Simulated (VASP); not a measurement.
# Li2O: band structure with PBE

Crystal: Li2O.

```xyz
3
Lattice="0.0000 2.2798 2.2798 2.2798 0.0000 2.2798 2.2798 2.2798 0.0000" Properties=species:S:1:pos:R:3 pbc="T T T"
O     0.0000    0.0000    0.0000
Li    1.1399    1.1399    1.1399
Li    3.4197    3.4197    3.4197
```

The cell was built by a generator and needn't be a form met in nature.

```
Program                : VASP 6.6.1
Task                   : band structure
Functional             : PBE
Potentials or basis    : VASP PAW PBE potentials, release 64 (O, Li_sv)
Cutoff                 : 520 eV
k mesh                 : 10 × 10 × 10
Occupations            : gaussian, width 0.02 eV
Spin                   : non-collinear spin, zero start, spin-orbit coupling
Starting moments       : [[0.0, 0.0, 0.0], [0.0, 0.0, 0.0], [0.0, 0.0, 0.0]] μB
Further INCAR settings : ALGO = Normal; EDIFF = 1e-07; NBANDS = 25
```

```json
{
  "Net moment": "0.00 μB per cell",
  "Valence electrons inside the program's atomic spheres": "O 5.05; Li 2.13"
}
```

Moments on the atoms (μB; x, y, z):
```
O   0.00 0.00 0.00
Li  0.00 0.00 0.00
Li  0.00 0.00 0.00
```

It took 26 s on 4 MPI ranks on Intel(R) Xeon(R) 6975P-C (Granite Rapids) (shared host), peak memory 0.24 GiB a rank.
